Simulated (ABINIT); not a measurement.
Input of an ABINIT 10.8.3 (patched build) run:

run.abi

```
# Pseudopotentials
pp_dirpath "./"
pseudos "Si.upf, C.upf"

# Structure
acell 5.8138475101 5.8138474981 9.5404487684
rprim
     1.0000000000     0.0000000000     0.0000000000
    -0.4999999994     0.8660254041     0.0000000000
     0.0000000000     0.0000000000     1.0000000000
ntypat 2
znucl 14 6
natom 4
typat 1 1 2 2
xred
     0.6666666700     0.3333333300     0.5045917500
     0.3333333300     0.6666666700     0.0045917500
     0.6666666700     0.3333333300     0.8804082500
     0.3333333300     0.6666666700     0.3804082500
chkprim 0
chksymtnons 0
tolsym 1.0e-6

# Plane-wave basis
ecut 41.0

# k points
kptopt 1
ngkpt 8 8 4
nshiftk 1
shiftk 0.0 0.0 0.0

# Exchange and correlation
ixc -116133

# Bands and occupations
nband 12
occopt 3
tsmear 0.05 eV

# SCF cycle
nstep 100
tolvrs 1.0e-10

# Output
iomode 3
prtwf 0
prtden 0
prteig 0
prtebands 0
```

Potentials or basis: PseudoDojo NC SR PBEsol v0.4.1 standard.

Command:

```sh
$ abinit run.abi > log 2>&1
```

Q: Predict the band gap on the k mesh.

A: 2.38 eV, indirect (least direct gap 3.86 eV).

Q: Estimate the pressure.

A: -0.1 GPa.

A k mesh can miss the band edges.
